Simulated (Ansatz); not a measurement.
Crystal: BP.

```
CELL_PARAMETERS angstrom
0.00000 2.26900 2.26900
2.26900 0.00000 2.26900
2.26900 2.26900 0.00000
ATOMIC_POSITIONS crystal
P 0.75000 0.75000 0.75000
B 0.00000 0.00000 0.00000
```

Base run:

* Program: Ansatz 0.2.0
* Functional: PBE
* Potentials or basis: all-electron LAPW, scalar-relativistic
* Cutoff: 281 eV (chosen from the basis error)
* Basis error allowed: 0.001 eV/atom
* k mesh: 10 × 10 × 10
* Occupations: gaussian, width 0.019 eV
* Spin: no spin polarisation

Its results: band gap on the k mesh 1.25 eV, indirect (least direct gap 3.41 eV); pressure 1.1 GPa.

**Question.** The run is repeated on the same cell with these changes: functional from PBE to BLYP; occupations from gaussian, width 0.019 eV to fermi-dirac, width 0.05 eV. What comes out?

**Answer.** Band gap on the k mesh 1.51 eV, indirect (least direct gap 3.55 eV); pressure 6.1 GPa.
